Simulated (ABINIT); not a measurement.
Planning a run of ABINIT 10.8.3 on LiCl (Fm-3m). The input:

```
acell 3*1.0 Angstrom
rprim 
  0.000000000000 2.571500000000 2.571500000000
  2.571500000000 0.000000000000 2.571500000000
  2.571500000000 2.571500000000 -0.000000000000
ntypat 2
znucl 3 17
natom 2
typat 1 2
xred 
  0.000000000000 0.000000000000 0.000000000000
  0.500000000000 0.500000000000 0.500000000000
pp_dirpath "pseudos"
pseudos "Li.upf, Cl.upf"
ecut 33
ngkpt 6 6 6
nshiftk 1
shiftk 0 0 0
kptopt 1
chksymbreak 0
istwfk *1
occopt 1
irdwfk 1
optdriver 3
nband 292
ecuteps 11.2
inclvkb 2
awtr 1
symchi 1
ppmfrq 10 eV
indata_prefix "in"
outdata_prefix "out"
tmpdata_prefix "tmp"
```

```sh
OMP_NUM_THREADS=1 mpirun -n 4 abinit run.abi > log
```

Estimate wall time and host memory on 4 MPI ranks of Arm Neoverse V1, shared host.

It took 5.9 min; on shared hardware allow 3 min to 12 min. Peak host memory was 2.2 GiB.

[Paths, hosts, dates, memory and timing lines, banners, echoed tables and standing remarks are left out of the program output.]

[Logs are printed without paths, hosts, clocks, repeated set-up lines and the standing remarks that a program may print on its own settings, such as how far it seeks lower states.]

[Runs of the session that timed out or met a known fault of the program may be left out.]

[Hosts, paths, dates, database ids (printed as entryN), source tags and the programs' standing remarks are cut or masked in the printed files.]

[G0W0 gaps are taken among the corrected bands and points alone; a level outside them can change the order at an edge.]

[Where Ansatz stands beside ABINIT at settings called matched, ABINIT's density can come from a denser mesh and the files from another edition; pairs whose starting gaps differed by over 0.03 eV were left out, so agreement reads better than it is.]
